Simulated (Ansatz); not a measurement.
**CoO (zincblende): the equilibrium volume**

Aim: the volume at which the pressure of CoO (zincblende) vanishes. The cell was built by placing the elements on the sites of a structure type; the runs don't test whether it is the stable form.

Program: Ansatz 0.2.0. Level of theory: DFT PBE, scalar-relativistic, plane waves, PAW. These are calculated values, not measurements.

2 further runs of the same task are left out: 1 that didn't finish, 1 set aside as unsound or not needed. Runs told in other sessions of the task aren't counted.

## (1) The starting structure

The structure is cubic, space group F-43m (No. 216). The conventional cell has a = 4.656 Å, b = 4.656 Å, c = 4.656 Å, α = 90.00°, β = 90.00°, γ = 90.00°. Co (site symmetry -43m) has 4 O at 2.02 Å in its first shell of neighbours. O (site symmetry -43m) has 4 Co at 2.02 Å in its first shell of neighbours.

Coordinates:

```
CELL_PARAMETERS angstrom
0.00000 2.32822 2.32822
2.32822 0.00000 2.32822
2.32822 2.32822 0.00000
ATOMIC_POSITIONS crystal
Co 0.00000 0.00000 0.00000
O 0.25000 0.25000 0.25000
```

Starting moments: Co 3.00 μB.

## (2) At the starting volume

File input.yaml:

```yaml
crystal:
  lattice:
    - [0.0, 2.3282226955, 2.3282226955]
    - [2.3282226955, 0.0, 2.3282226955]
    - [2.3282226955, 2.3282226955, 0.0]
  atoms:
    - { symbol: Co, position: [0.0, 0.0, 0.0], spin: 3.0 }
    - { symbol: O, position: [0.25, 0.25, 0.25] }
basis:
  ecutwfc: 420
  ecutrho_ratio: 4
kpoints:
  mp_grid: { grid: [12, 12, 12] }
hamiltonian:
  xc: pbe
scf:
  occupations: { method: gaussian, width: 0.05 }
output:
  forces: true
  stress: true
  eigenvalues: true
  populations: true
magnetization:
  spin_polarized: true
```

Started as:

```sh
> ansatz run input.yaml --threads 2 --pin off --max-ram 2662MiB --backend cpu --events-out ev --progress --plain --runs-dir out
```

Output:

```text
Warning: RAYON_NUM_THREADS=2 ignored (pool sized by the plan → 2); use --threads N
Engine: ansatz 0.2.0, aarch64-unknown-linux-gnu
Pseudopotentials: kind: paw
Pseudopotential: Co, paw, valence charge 17, recommended cutoff 420 eV (normal), Co.paw.azcp
Pseudopotential: O, paw, valence charge 6, recommended cutoff 420 eV (normal), O.paw.azcp
Functional definition: PBE
  parameter kappa = 0.804
  parameter beta = 0.06672455060314922
  exchange = pbe_x(kappa = kappa, mu = beta*pi^2/3)
  correlation = pbe_c(beta = beta)
Crystal: 2 atoms, lattice volume = 25.241 Å³
Basis set: ecut = 420 eV, 531 PW (Γ), exchange–correlation on 48×48×48 points (8 copies of the dense FFT grid, shifted against one another)
Bands: 17, of which v1, the nominal top of the filled ones, is band 12 counted from 1 (11 counted from 0)
Symmetry: 24 space group operations
Space group: F-43m (ITA 216), of the structure as read, at distance tolerance 2.9e-5 Å
Magnetic group: BNS 216.74 (UNI 1576), of the structure as read, at distance tolerance 2.9e-5 Å
k-points: 72 of 1728 (time reversal used)
Non-local potential: Co, projectors of the file, l = 0: 3, l = 1: 2, l = 2: 3, l = 3: 1
Non-local potential: O, projectors of the file, l = 0: 2, l = 1: 2, l = 2: 1
PAW form: soft (Blöchl's): semilocal exchange-correlation on the pseudo side does not see the compensation charge
PAW one-centre angular grid: Co, 590 points (default); XC on 64 Gauss nodes
PAW one-centre angular grid: O, 110 points (default); XC on 64 Gauss nodes
Initial density: superposition of atomic densities (chi_scale 0.1, normalization cell, long waves kept (reshape's long-wave potential 0.00 eV rms))
Starting moments: Σ|m| = 3 μB on 1 of 2 sites
Initial wavefunctions: pseudopotential atomic-orbital guess
Functional: x = pbe(κ = 0.804, μ = 0.2195149727645171), c = pbe(β = 0.06672455060314922)
SCF iter   1: F=—  HF=-5691.821896 eV  |F-HF|=—  |Δ(HF+E_count)|=         —  Δρ=1.33e-1 (↑4.40e-2 ↓1.33e-1)  dr2=5.68e0  dr2_m=5.36e-1  M=2.560 μB ∫|m|=2.560 μB  β_m=0.30  ethr=3.10e-3  ⟨swp⟩=5.5  Hψ=11078  notcnv=0
Mixer restart at iter 1: flushing history
preconditioner: auto → none  [metal: Δε(μ)=0.019 eV  Ē_g=12.180 eV  σ=0.050 eV  W_gap=0.21  n_scr=8 (ndim 8)  ℏωp=28.6 eV  f_vac=0.000  D(μ)=3.81/eV (n_scr^D=58)  sad-step TF]
SCF iter   2: F=—  HF=-5692.133642 eV  |F-HF|=—  |Δ(HF+E_count)|=   3.12e-1  Δρ=4.10e-2 (↑3.04e-2 ↓4.10e-2)  dr2=6.96e-1  dr2_m=1.19e-1  M=2.954 μB ∫|m|=2.954 μB  β_m=0.34  ethr=3.10e-3  ⟨swp⟩=2.7  Hψ=6107  notcnv=0  defer=165
SCF iter   3: F=—  HF=-5692.254042 eV  |F-HF|=—  |Δ(HF+E_count)|=   1.20e-1  Δρ=2.75e-2 (↑1.46e-2 ↓2.75e-2)  dr2=1.24e-1  dr2_m=5.29e-2  M=2.970 μB ∫|m|=2.971 μB  β_m=0.52  ethr=3.03e-3  ⟨swp⟩=2.1  Hψ=4214  notcnv=0  defer=154
SCF iter   4: F=—  HF=-5692.300338 eV  |F-HF|=—  |Δ(HF+E_count)|=         —  Δρ=1.08e-2 (↑7.66e-3 ↓1.08e-2)  dr2=1.72e-2  dr2_m=1.41e-2  M=2.972 μB ∫|m|=2.974 μB  β_m=0.52  ethr=5.40e-4  ⟨swp⟩=2.8  Hψ=4282  notcnv=0  defer=154
Mixer restart at iter 4: flushing history
SCF iter   5: F=—  HF=-5692.330832 eV  |F-HF|=—  |Δ(HF+E_count)|=   3.05e-2  Δρ=8.64e-3 (↑7.79e-3 ↓8.64e-3)  dr2=2.42e-2  dr2_m=3.46e-3  M=2.984 μB ∫|m|=2.986 μB  β_m=0.54  ethr=7.48e-5  ⟨swp⟩=2.2  Hψ=5770  notcnv=0  defer=160
SCF iter   6: F=—  HF=-5692.340916 eV  |F-HF|=—  |Δ(HF+E_count)|=   1.01e-2  Δρ=5.90e-3 (↑2.67e-3 ↓5.90e-3)  dr2=6.99e-3  dr2_m=2.11e-3  M=2.973 μB ∫|m|=2.976 μB  β_m=0.54  ethr=7.48e-5  ⟨swp⟩=2.1  Hψ=4731  notcnv=0  defer=160
SCF iter   7: F=—  HF=-5692.345763 eV  |F-HF|=—  |Δ(HF+E_count)|=   4.85e-3  Δρ=1.16e-3 (↑6.60e-4 ↓1.16e-3)  dr2=1.44e-4  dr2_m=1.12e-4  M=2.977 μB ∫|m|=2.980 μB  β_m=0.72  ethr=3.04e-5  ⟨swp⟩=2.3  Hψ=5167  notcnv=0  defer=160
SCF iter   8: F=—  HF=-5692.345867 eV  |F-HF|=—  |Δ(HF+E_count)|=   1.04e-4  Δρ=6.75e-4 (↑5.76e-4 ↓6.75e-4)  dr2=1.34e-4  dr2_m=4.34e-5  M=2.974 μB ∫|m|=2.977 μB  β_m=0.77  ethr=6.26e-7  ⟨swp⟩=2.1  Hψ=4054  notcnv=0  defer=160
SCF iter   9: F=—  HF=-5692.345910 eV  |F-HF|=—  |Δ(HF+E_count)|=   4.30e-5  Δρ=4.85e-4 (↑1.18e-4 ↓4.85e-4)  dr2=4.17e-5  dr2_m=9.31e-6  M=2.974 μB ∫|m|=2.977 μB  β_m=0.86  ethr=5.83e-7  ⟨swp⟩=2.0  Hψ=3348  notcnv=0  defer=160
SCF iter  10: F=—  HF=-5692.346014 eV  |F-HF|=—  |Δ(HF+E_count)|=   1.04e-4  Δρ=6.79e-5 (↑6.79e-5 ↓5.72e-5)  dr2=1.43e-6  dr2_m=2.53e-7  M=2.974 μB ∫|m|=2.976 μB  β_m=0.88  ethr=1.81e-7  ⟨swp⟩=2.8  Hψ=4013  notcnv=0  defer=160
SCF iter  11: F=—  HF=-5692.346014 eV  |F-HF|=—  |Δ(HF+E_count)|=   2.40e-7  Δρ=1.73e-5 (↑1.73e-5 ↓1.46e-5)  dr2=1.18e-7  dr2_m=1.53e-8  M=2.974 μB ∫|m|=2.976 μB  β_m=0.94  ethr=6.24e-9  ⟨swp⟩=2.3  Hψ=3683  notcnv=0  defer=160
SCF iter  12: F=—  HF=-5692.346014 eV  |F-HF|=—  |Δ(HF+E_count)|=   1.06e-8  Δρ=2.59e-6 (↑8.66e-7 ↓2.59e-6)  dr2=1.26e-9  dr2_m=4.50e-10  M=2.974 μB ∫|m|=2.976 μB  β_m=0.94  ethr=5.13e-10  ⟨swp⟩=2.5  Hψ=3483  notcnv=0  defer=160
SCF iter  13: F=-5692.346014 eV  HF=-5692.346014 eV  |F-HF|=3.01e-10  |Δ(HF+E_count)|=  5.07e-10  Δρ=1.06e-6 (↑4.46e-7 ↓1.06e-6)  dr2=3.57e-10  dr2_m=7.10e-11  M=2.974 μB ∫|m|=2.976 μB  ethr=5.49e-12  ⟨swp⟩=4.0  Hψ=8666  notcnv=0
SCF 1 converged in 13 iterations: F = -5692.346014 eV  dr2 = 3.57e-10
SCF converged after 13 iterations
Magnetization: 2.9737 μB (12.9869 up, 10.0131 down)
Absolute magnetization: 2.9763 μB (∫|ρ↑−ρ↓|, with the PAW one-centre terms)
Spin contamination: 0.0094 ħ² per cell (⟨S²⟩ above its minimum at these occupations)
Per-site moments (μB) at R_I (Å): [(2.4008712506374623, 0.8317237499878237), (0.33799459424582406, 0.8317237499878237)]
Free energy (F): -5692.346014 eV
Harris-Foulkes:  -5692.346014 eV  (|F-HF|=3.01e-10)
Internal energy: -5692.345103 eV  (E = F + TS)
E sigma→0 (E₀):  -5692.345558 eV
Entropy (-TS):   -0.000911 eV (-0.455 meV/atom)
Fermi energy:    9.438037 eV
--- Per-component energies (eV) ---
  E_band       = -399.447832
  E_kinetic    = 615.435261
  E_local      = -4011.900023  (includes V_loc(G=0)·N_el)
  E_nonlocal   = 512.554965
  E_hartree    = 1652.311166
  E_xc         = -227.643488
  E_vxc        = -292.393156  (∫ρ·V_xc dr)
  E_paw        = -1676.183527  (= ΣΔE_a)
  E_vpaw       = -527.770248  (= ΣTr[D̂ρ^β])
  E_aug_tail   = 0.002546  (compensation charges beyond the density's cutoff)
  E_ewald      = -2556.922003
  E_smearing   = -0.000911  (= −TS)
  E_closure    = 0.000000  (closes the sum)
  Σ components = -5692.346014   (vs F -5692.346014, Δ=0.00e0)
--- Forces (eV/Å), atoms counted from 1 ---
  atom   1  Co     0.00000000    -0.00000000     0.00000000
  atom   2  O     -0.00000000    -0.00000000     0.00000000
  max |Σ_I F_I| component: 9.71e-17 eV/Å
--- Stress (GPa, compression-positive) ---
      -10.608589       0.000000      -0.000000
        0.000000     -10.608589       0.000000
       -0.000000       0.000000     -10.608589
  P = ⅓ Tr σ = -10.6086 GPa (-106.086 kbar)
--- Band table (eV; the first three rows and the last of 144) ---
  k-point 0 ↑: bands = ["-87.1077", "-50.3794", "-50.3794", "-50.3794", "-9.8378", "3.8545", "3.8545", "3.8545", "7.2884", "7.2884", "9.4217", "9.4932", "9.4932", "9.4932", "22.8220", "22.8220", "22.8220"]
  k-point 1 ↑: bands = ["-87.1076", "-50.3802", "-50.3795", "-50.3795", "-9.8044", "3.7639", "3.8794", "3.8794", "7.2734", "7.2734", "9.0587", "9.4575", "9.4575", "9.9876", "22.1517", "22.8715", "22.8715"]
  k-point 2 ↑: bands = ["-87.1074", "-50.3826", "-50.3799", "-50.3799", "-9.7122", "3.5560", "3.9468", "3.9468", "7.2409", "7.2409", "8.6043", "9.3534", "9.3534", "10.7836", "20.7287", "22.9378", "22.9378"]
  k-point 71 ↓: bands = ["-84.0918", "-47.4432", "-47.4408", "-47.4375", "-8.5615", "4.3538", "4.7128", "5.4628", "8.9864", "9.2414", "9.4234", "10.4621", "10.8069", "17.0277", "19.3563", "19.7292", "20.5344"]
--- Löwdin populations: 2 sites ---
  site symbol       q [e]    m [muB]
     0     Co     15.9199     2.4951
     1      O      6.9332     0.4661
  spilling = 0.006387 (of n_electrons = 23.000000)
```

Wall time 5 s (2 threads of Arm Neoverse V2, shared host); peak memory 0.34 GiB.

This gives: volume 12.620 Å³/atom, pressure -10.61 GPa, no gap, spin moments in the atoms' spheres Co 2.40; O 0.34 μB.

## (3) Next volume: 11.728 Å³/atom

File input.yaml:

```yaml
crystal:
  lattice:
    - [0.0, 2.2719883664, 2.2719883664]
    - [2.2719883664, 0.0, 2.2719883664]
    - [2.2719883664, 2.2719883664, 0.0]
  atoms:
    - { symbol: Co, position: [0.0, 0.0, 0.0], spin: 2.64 }
    - { symbol: O, position: [0.25, 0.25, 0.25] }
basis:
  ecutwfc: 420
  ecutrho_ratio: 4
kpoints:
  mp_grid: { grid: [12, 12, 12] }
hamiltonian:
  xc: pbe
scf:
  occupations: { method: gaussian, width: 0.05 }
output:
  forces: true
  stress: true
  eigenvalues: true
  populations: true
magnetization:
  spin_polarized: true
```

Started as:

```sh
> ansatz run input.yaml --threads 2 --pin off --max-ram 2662MiB --backend cpu --events-out ev --progress --plain --runs-dir out
```

Output:

```text
Warning: RAYON_NUM_THREADS=2 ignored (pool sized by the plan → 2); use --threads N
[... 9 set-up lines as earlier in the session ...]
Crystal: 2 atoms, lattice volume = 23.456 Å³
Basis set: ecut = 420 eV, 459 PW (Γ), exchange–correlation on 48×48×48 points (8 copies of the dense FFT grid, shifted against one another)
Bands: 17, of which v1, the nominal top of the filled ones, is band 12 counted from 1 (11 counted from 0)
[... 2 set-up lines as earlier in the session ...]
Magnetic group: BNS 216.74 (UNI 1576), of the structure as read, at distance tolerance 2.9e-5 Å
k-points: 72 of 1728 (time reversal used)
[... 6 set-up lines as earlier in the session ...]
Starting moments: Σ|m| = 2.64 μB on 1 of 2 sites
[... 2 set-up lines as earlier in the session ...]
SCF iter   1: F=—  HF=-5691.591978 eV  |F-HF|=—  |Δ(HF+E_count)|=         —  Δρ=1.11e-1 (↑6.03e-2 ↓1.11e-1)  dr2=4.89e0  dr2_m=1.95e-1  M=2.410 μB ∫|m|=2.410 μB  β_m=0.30  ethr=3.10e-3  ⟨swp⟩=5.6  Hψ=11049  notcnv=0
Mixer restart at iter 1: flushing history
preconditioner: auto → none  [metal: Δε(μ)=0.009 eV  Ē_g=12.698 eV  σ=0.050 eV  W_gap=0.10  n_scr=8 (ndim 8)  ℏωp=29.7 eV  f_vac=0.000  D(μ)=3.96/eV (n_scr^D=58)  sad-step TF]
SCF iter   2: F=—  HF=-5692.120755 eV  |F-HF|=—  |Δ(HF+E_count)|=   5.29e-1  Δρ=4.28e-2 (↑4.28e-2 ↓3.88e-2)  dr2=7.22e-1  dr2_m=1.70e-1  M=2.791 μB ∫|m|=2.792 μB  β_m=0.36  ethr=3.10e-3  ⟨swp⟩=2.7  Hψ=5752  notcnv=0  defer=166
SCF iter   3: F=—  HF=-5692.321038 eV  |F-HF|=—  |Δ(HF+E_count)|=   2.00e-1  Δρ=3.03e-2 (↑1.85e-2 ↓3.03e-2)  dr2=1.07e-1  dr2_m=8.11e-2  M=2.847 μB ∫|m|=2.848 μB  β_m=0.54  ethr=3.10e-3  ⟨swp⟩=2.1  Hψ=4225  notcnv=0  defer=153
SCF iter   4: F=—  HF=-5692.381409 eV  |F-HF|=—  |Δ(HF+E_count)|=         —  Δρ=9.76e-3 (↑9.76e-3 ↓9.01e-3)  dr2=1.39e-2  dr2_m=1.38e-2  M=2.861 μB ∫|m|=2.863 μB  β_m=0.54  ethr=4.67e-4  ⟨swp⟩=2.7  Hψ=4315  notcnv=0  defer=153
Mixer restart at iter 4: flushing history
SCF iter   5: F=—  HF=-5692.414491 eV  |F-HF|=—  |Δ(HF+E_count)|=   3.31e-2  Δρ=9.18e-3 (↑5.91e-3 ↓9.18e-3)  dr2=1.66e-2  dr2_m=4.20e-3  M=2.872 μB ∫|m|=2.875 μB  β_m=0.61  ethr=6.04e-5  ⟨swp⟩=2.3  Hψ=5762  notcnv=0  defer=155
SCF iter   6: F=—  HF=-5692.425416 eV  |F-HF|=—  |Δ(HF+E_count)|=   1.09e-2  Δρ=6.66e-3 (↑4.78e-3 ↓6.66e-3)  dr2=1.55e-2  dr2_m=1.37e-3  M=2.859 μB ∫|m|=2.862 μB  β_m=0.53  ethr=6.04e-5  ⟨swp⟩=2.0  Hψ=4791  notcnv=0  defer=155
SCF iter   7: F=—  HF=-5692.425070 eV  |F-HF|=—  |Δ(HF+E_count)|=   3.46e-4  Δρ=1.00e-3 (↑3.54e-4 ↓1.00e-3)  dr2=1.51e-4  dr2_m=5.78e-5  M=2.869 μB ∫|m|=2.872 μB  β_m=0.58  ethr=6.04e-5  ⟨swp⟩=2.2  Hψ=4808  notcnv=0  defer=155
SCF iter   8: F=—  HF=-5692.425189 eV  |F-HF|=—  |Δ(HF+E_count)|=   1.18e-4  Δρ=7.03e-4 (↑6.54e-4 ↓7.03e-4)  dr2=5.48e-5  dr2_m=6.67e-5  M=2.866 μB ∫|m|=2.869 μB  β_m=0.69  ethr=6.57e-7  ⟨swp⟩=2.2  Hψ=3931  notcnv=0  defer=155
SCF iter   9: F=—  HF=-5692.425337 eV  |F-HF|=—  |Δ(HF+E_count)|=   1.49e-4  Δρ=4.59e-4 (↑1.97e-4 ↓4.59e-4)  dr2=2.13e-5  dr2_m=1.72e-5  M=2.864 μB ∫|m|=2.867 μB  β_m=0.85  ethr=2.38e-7  ⟨swp⟩=2.4  Hψ=3867  notcnv=0  defer=155
SCF iter  10: F=—  HF=-5692.425342 eV  |F-HF|=—  |Δ(HF+E_count)|=   4.61e-6  Δρ=9.12e-5 (↑9.12e-5 ↓1.79e-5)  dr2=1.24e-6  dr2_m=3.49e-7  M=2.863 μB ∫|m|=2.866 μB  β_m=0.92  ethr=9.25e-8  ⟨swp⟩=2.4  Hψ=3709  notcnv=0  defer=155
SCF iter  11: F=—  HF=-5692.425342 eV  |F-HF|=—  |Δ(HF+E_count)|=   4.30e-7  Δρ=9.82e-6 (↑9.82e-6 ↓2.79e-6)  dr2=1.41e-8  dr2_m=4.80e-9  M=2.863 μB ∫|m|=2.866 μB  β_m=0.96  ethr=5.37e-9  ⟨swp⟩=2.7  Hψ=3944  notcnv=0  defer=155
SCF iter  12: F=-5692.425342 eV  HF=-5692.425342 eV  |F-HF|=1.75e-10  |Δ(HF+E_count)|=  3.18e-11  Δρ=2.12e-6 (↑2.12e-6 ↓1.36e-6)  dr2=3.75e-10  dr2_m=5.34e-10  M=2.863 μB ∫|m|=2.866 μB  ethr=6.15e-11  ⟨swp⟩=3.9  Hψ=9128  notcnv=0
SCF 1 converged in 12 iterations: F = -5692.425342 eV  dr2 = 3.75e-10
SCF converged after 12 iterations
Magnetization: 2.8630 μB (12.9315 up, 10.0685 down)
Absolute magnetization: 2.8657 μB (∫|ρ↑−ρ↓|, with the PAW one-centre terms)
Spin contamination: 0.0113 ħ² per cell (⟨S²⟩ above its minimum at these occupations)
Per-site moments (μB) at R_I (Å): [(2.302269997664729, 0.8116348524921068), (0.3219312891435296, 0.8116348524921068)]
Free energy (F): -5692.425342 eV
Harris-Foulkes:  -5692.425342 eV  (|F-HF|=1.75e-10)
Internal energy: -5692.423242 eV  (E = F + TS)
E sigma→0 (E₀):  -5692.424292 eV
Entropy (-TS):   -0.002099 eV (-1.050 meV/atom)
Fermi energy:    10.626987 eV
--- Per-component energies (eV) ---
  E_band       = -376.697341
  E_kinetic    = 617.961584
  E_local      = -3910.035713  (includes V_loc(G=0)·N_el)
  E_nonlocal   = 512.324094
  E_hartree    = 1612.195864
  E_xc         = -228.445580
  E_vxc        = -293.515681  (∫ρ·V_xc dr)
  E_paw        = -1676.217332  (= ΣΔE_a)
  E_vpaw       = -527.825219  (= ΣTr[D̂ρ^β])
  E_aug_tail   = 0.002609  (compensation charges beyond the density's cutoff)
  E_ewald      = -2620.208767
  E_smearing   = -0.002099  (= −TS)
  E_closure    = 0.000000  (closes the sum)
  Σ components = -5692.425342   (vs F -5692.425342, Δ=0.00e0)
--- Forces (eV/Å), atoms counted from 1 ---
  atom   1  Co     0.00000000     0.00000000    -0.00000000
  atom   2  O      0.00000000    -0.00000000     0.00000000
  max |Σ_I F_I| component: 8.37e-17 eV/Å
--- Stress (GPa, compression-positive) ---
       -3.232324      -0.000000      -0.000000
       -0.000000      -3.232324       0.000000
       -0.000000       0.000000      -3.232324
  P = ⅓ Tr σ = -3.2323 GPa (-32.323 kbar)
--- Band table (eV; the first three rows and the last of 144) ---
  k-point 0 ↑: bands = ["-85.9294", "-49.2035", "-49.2035", "-49.2035", "-9.2276", "4.5991", "4.5991", "4.5991", "8.4149", "8.4149", "10.6885", "10.8422", "10.8422", "10.8422", "24.5280", "24.5280", "24.5280"]
  k-point 1 ↑: bands = ["-85.9294", "-49.2048", "-49.2037", "-49.2037", "-9.1888", "4.4984", "4.6257", "4.6257", "8.3983", "8.3983", "10.3949", "10.8037", "10.8037", "11.2709", "23.8224", "24.5863", "24.5863"]
  k-point 2 ↑: bands = ["-85.9292", "-49.2082", "-49.2043", "-49.2043", "-9.0816", "4.2670", "4.6976", "4.6976", "8.3633", "8.3633", "9.9361", "10.6905", "10.6905", "12.0807", "22.3309", "24.6664", "24.6664"]
  k-point 71 ↓: bands = ["-83.0106", "-46.3692", "-46.3655", "-46.3607", "-7.8589", "4.9813", "5.4361", "6.2038", "9.8920", "10.3066", "10.5667", "11.6142", "12.0026", "18.4217", "21.1758", "21.2082", "22.2224"]
--- Löwdin populations: 2 sites ---
  site symbol       q [e]    m [muB]
     0     Co     15.9392     2.3954
     1      O      6.9091     0.4564
  spilling = 0.006597 (of n_electrons = 23.000000)
```

Run time: 5.1 s. Hardware: 2 threads of Arm Neoverse V2, shared host; peak memory 0.34 GiB.

In short: volume 11.728 Å³/atom, pressure -3.23 GPa, a metal on this mesh, spin moments in the atoms' spheres Co 2.30; O 0.32 μB.

[end of part 1 of 2]
